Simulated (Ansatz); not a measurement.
A series in volume scale on MoP

Periodic Kohn-Sham DFT of a crystal at fixed atoms, scaled to volume_scale times the given cell; pressure positive in compression, energy less spherical unpolarised free atoms, largest_vzz the field gradient of largest size among the nuclei. The results are calculated, by Ansatz 0.2.0.

The cell before it is scaled or strained (space group P-6m2, No. 187):
```
cell vectors (Å)
   3.2230     0.0000     0.0000
  -1.6115     2.7912     0.0000
   0.0000     0.0000     3.1910
atoms (fractions of the cell vectors)
Mo  0.00000  0.00000  0.00000
P   0.33333  0.66667  0.50000
```

Settings of every row: method frozen-core PAW; functional PBEsol; relativity scalar; k mesh 15x15x13; filling fermi-dirac; smearing width 0.08 eV; wave cutoff 420 eV; paw set soft_2.

Atom start moment: 0 on all atoms.

Limits: PAW files made with PBE; field gradient without spin-orbit coupling on heavy atoms; no gap: field gradients move with the k mesh.

| row | volume scale | V (Å³/atom) | pressure (GPa) | largest V_zz (1e21 V/m^2) |
| --- | --- | --- | --- | --- |
| 1 | 0.94 | 13.492 | 12.4 | -0.731 |
| 2 | 0.96 | 13.779 | 6.462 | -0.71 |
| 3 | 0.98 | 14.066 | 1.138 | -0.696 |
| 4 | 0.99 | 14.21 | -1.313 | -0.685 |
| 5 | 1 | 14.353 | -3.634 | -0.678 |
| 6 | 1.01 | 14.497 | -5.83 | -0.668 |
| 7 | 1.02 | 14.64 | -7.908 | -0.661 |
| 8 | 1.04 | 14.927 | ? | ? |
| 9 | 1.06 | 15.214 | -15.162 | 0.652 |

Question: what pressure should row 8 give?

Worked fit of pressure. Take u = (V_r/V)^(2/3) − 1 with V_r = 14.282 Å³ an atom, which is twice the finite (Eulerian) strain; such expansions in the strain, on which the Birch-Murnaghan equation of state is built, carry the rest volume and the bulk modulus. The shown rows have u = 0.03866, 0.02419, 0.01021, 0.00338, -0.0033, -0.00991, -0.01637, -0.04127. Least squares give pressure = −2.4986 + 346.214 × u + 984.27 × u² + 737 × u³ GPa; a parabola predicts inner rows, each left out in turn, worse (root mean square 0.012 against 0.0042 GPa). The rows lie off it by 0.000, -0.001, -0.002, 0.004, -0.004, 0.004, -0.002, 0.000. The pressure vanishes at u = 0.0071, or V = 14.13 Å³ an atom, and there the bulk modulus at fixed shape and fractions is B = −V dP/dV = (2/3)(1 + u) dP/du = 242 GPa. Letting shape and atoms relax would as a rule lower it, by much in layered, chain or molecular crystals. The withheld row has u = -0.02902, so the fit gives −2.4986 + 346.214 × (-0.02902) + 984.27 × (-0.02902)² + 737 × (-0.02902)³ = -11.735 GPa.

The calculation gave -11.736 GPa. The fit lies 0.001 GPa (0.0036 % of the column's range) above it, one unit of the last digit.

The other values of row 8: largest V_zz -0.644 1e21 V/m^2.
